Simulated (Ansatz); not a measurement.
Reactions of C7H16 (`CCCCC(C)C`).

Computed with Ansatz on PBE0-D4/def2-TZVP structures; ΔE is electronic, products minus reactants. CCSD(T)/CBS adds triple-zeta CCSD(T) − MP2 to the extrapolated MP2 energy (def2 sets, frozen cores). This one scheme is used for every species, atoms too. No spin–orbit coupling; open shells (•) take unrestricted orbitals. Spin–orbit coupling would lower the free atoms: a little for C. For Ge, Zn outer-core shells are correlated without core-valence functions, so the limit isn't a true one: a few kJ/mol of doubt a bond, and 10 to 20 or more in all where bonds break to atoms. Scalar relativity is left out up to krypton. Each species was taken in one conformer, which may not be the lowest.

```tsv
reaction	MP2/CBS(def2) (kcal/mol)	CCSD(T)/CBS(def2) (kcal/mol)
`CCCCC(C)C` + `NB(N)O` → `CC(C)OB(N)N` + `CCCC`	9.3	7.8
`CCCCC(C)C` + `[CH3][GeH]([OH])[F]` → `CC[O][GeH]([CH3])[F]` + `CCC(C)C`	11.6	10.3
`CCCCC(C)C` + H₂ → `CC(C)C` + `CCC`	-13.2	-14.2
`CCCCC(C)C` + H₂ → `CCCC` + `CCC`	-11.4	-12.7
`CCCCC(C)C` + H₂ → `CCCCCC` + CH₄	-12.9	-13.8
`CCCCC(C)C` → `CCCC(C)C` + `[CH2]` (triplet)	107.6	104.6
`CCCCC(C)C` + `CC` → `CCCCCC(C)C` + CH₄	-2.4	-2.0
`CCCCC(C)C` + `C[NH][ZnH]` → `C[N](C)[ZnH]` + `CCCC(C)C`	7.7	7.7
`CCCCC(C)C` + `[OH][Ge][Cl]` → `CC(C)[O][Ge][Cl]` + `CCCC`	9.9	8.8
`CCCCC(C)C` → 7 C• + 16 H•	2200.9	2185.5
```

Largest T1 diagnostic: 0.015, for `C[NH][ZnH]`.
